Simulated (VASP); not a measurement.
Input of a VASP 6.6.1 run:

The input INCAR:

```
PREC = Accurate
ENCUT = 600
EDIFF = 1E-7
ISMEAR = 0
SIGMA = 0.02
LREAL = False
LASPH = True
NELM = 80
ALGO = Normal
ISIF = 3
LWAVE = False
LCHARG = False
GGA = PS
IBRION = 2
NSW = 90
EDIFFG = -0.005
```

File KPOINTS:

```
regular mesh
0
Gamma
  8 8 8
```

File POSCAR:

```
BaS
1.0
    0.0000000000      3.2256756200      3.2256756200
    3.2256756200      0.0000000000      3.2256756200
    3.2256756200      3.2256756200      0.0000000000
Ba S
1 1
Direct
    0.0000000000      0.0000000000      0.0000000000
    0.5000000000      0.5000000000      0.5000000000
```

Potentials or basis: VASP PAW PBE potentials, release 64 (Ba_sv, S).

Launch:

```bash
$ cat potpaw_PBE.64/Ba_sv/POTCAR potpaw_PBE.64/S/POTCAR > POTCAR
$ mpirun -np 1 vasp_std > vasp.out
```

(1) What does it give for the space group after relaxing (to 0.05 Å)?

(2) What does it give for the relaxed cell?

Results:

(1) Fm-3m (No. 225).

(2) a = 4.499 Å, b = 4.499 Å, c = 4.499 Å, α = 60.00°, β = 60.00°, γ = 60.00°.
